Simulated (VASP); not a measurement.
Write the native input for VASP 6.6.1 that does the following.

| Quantity | Value |
| --- | --- |
| Task | relaxation of cell and atoms |
| Functional | LDA |
| Potentials or basis | VASP PAW LDA potentials, release 64 (Cu) |
| Cutoff | 600 eV |
| k mesh | 32 × 32 × 32 |
| Occupations | methfessel-paxton, width 0.2 eV |
| Spin | no spin polarisation |
| Further INCAR settings | ALGO = Normal; EDIFF = 1e-07; IBRION = 2; EDIFFG = -0.01; NSW = 60; ISIF = 3 |

The structure of Cu lies in POSCAR:

```
Cu
1.0
    0.0000000000      1.8150000000      1.8150000000
    1.8150000000      0.0000000000      1.8150000000
    1.8150000000      1.8150000000      0.0000000000
Cu
1
Direct
    0.0000000000      0.0000000000      0.0000000000
```

The cell was built by a generator and needn't be a form met in nature.

The input as run:

INCAR

```
SYSTEM = Cu
  PREC = Accurate
  ENCUT = 600
  EDIFF = 1E-7
  ISMEAR = 1
  SIGMA = 0.2
  LREAL = .FALSE.
  LASPH = .TRUE.
  NELM = 80
  ALGO = Normal
  ISIF = 3
  LWAVE = .FALSE.
  LCHARG = .FALSE.
  IBRION = 2
  NSW = 60
  EDIFFG = -0.01
  KPAR = 8
```

KPOINTS

```
Automatic mesh
0
G
  32 32 32
  0 0 0
```

Potentials or basis: VASP PAW LDA potentials, release 64 (Cu).

Command:

```sh
$ cat potpaw_LDA.64/Cu/POTCAR > POTCAR
$ mpirun -np 8 vasp_std > vasp.out
```

It gave:

The relaxed volume is 10.94 Å³/atom. The relaxed cell is a = 2.492 Å, b = 2.492 Å, c = 2.492 Å, α = 60.00°, β = 60.00°, γ = 60.00° and the space group after relaxing (to 0.05 Å) is Fm-3m (No. 225). The energy gained by relaxing is 46.2 meV/atom and the ionic steps are 3. The pressure after relaxing is -0.1 GPa. The band gap on the k mesh is none (metal or under the smearing width).

Wall time 28 s on 8 MPI ranks on Intel(R) Xeon(R) Platinum 8559C (Emerald Rapids) (shared host), peak memory 0.24 GiB a rank.
